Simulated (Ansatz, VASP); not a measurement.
# Two plane-wave programs on Cd

```xyz
1
Lattice="0.0000 2.1882 2.1882 2.1882 0.0000 2.1882 2.1882 2.1882 0.0000" Properties=species:S:1:pos:R:3 pbc="T T T"
Cd    0.0000    0.0000    0.0000
```

Change from the starting cell: volume scaled by 0.96.

Alike in both runs: task single point; functional PBE; k mesh 10 × 10 × 10; occupations fermi-dirac, width 0.05 eV; no spin polarisation.

|  | VASP | Ansatz |
| --- | --- | --- |
| version | VASP 6.6.1 | Ansatz 0.2.0 |
| potentials or method | VASP PAW PBE potentials, release 64 (Cd) | Ansatz PAW |
| plane-wave cutoff (eV) | 520 | 420 |
| valence electrons in the cell | 12 | 20 |

|  | VASP | Ansatz | Ansatz less VASP |
| --- | --- | --- | --- |
| gap on the k mesh at the Fermi level (eV) | none | none | - |
| pressure (GPa) | 5.1 | 4.7 | -0.35 |

A gap of «none» marks a metal or a gap that the smearing closes. The functional is the same, so the differences come from potentials, cutoffs and numerics. The two sets of potentials don't hold the same shells in valence.
